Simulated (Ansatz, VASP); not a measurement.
# One calculation of Cr, two programs

```
Cr
1.0
     2.82837    0.00000    0.00000
     0.00000    2.82837    0.00000
     0.00000    0.00000    2.80646
Cr
2
Direct
  0.00000 0.00000 0.00000
  0.50000 0.50000 0.50000
```

Alike in both runs: functional PBEsol; k mesh 18 × 18 × 18; occupations methfessel-paxton of order 1, width 0.1 eV; no spin polarisation.

Ansatz relaxed the structure, and its values are those at the end. VASP's run is a single point on that final structure, the one shown.

|  | VASP | Ansatz |
| --- | --- | --- |
| version | VASP 6.6.1 | Ansatz 0.2.0 |
| potentials or method | VASP PAW PBE potentials, release 64 (Cr_pv) | scalar-relativistic, plane waves, PAW |
| plane-wave cutoff (eV) | 520 | 420 |
| valence electrons in the cell | 24 | 28 |

```csv
,VASP,Ansatz,Ansatz less VASP
gap on the k mesh at the Fermi level (eV),none,none,-
pressure (GPa),-2.6,-2.0,+0.58
```

A gap of «none» marks a metal or a gap that the smearing closes. With one functional, cell and mesh, what is left measures potentials, basis and numerics. The two sets of potentials don't hold the same shells in valence.

Caveats: the PAW data sets were made with another functional, which shifts forces and pressure a little (VASP); the run has no spin polarisation, though such a crystal can be magnetic. Spin polarisation is off, so any magnetic state and its effect on volume and gap are missing.
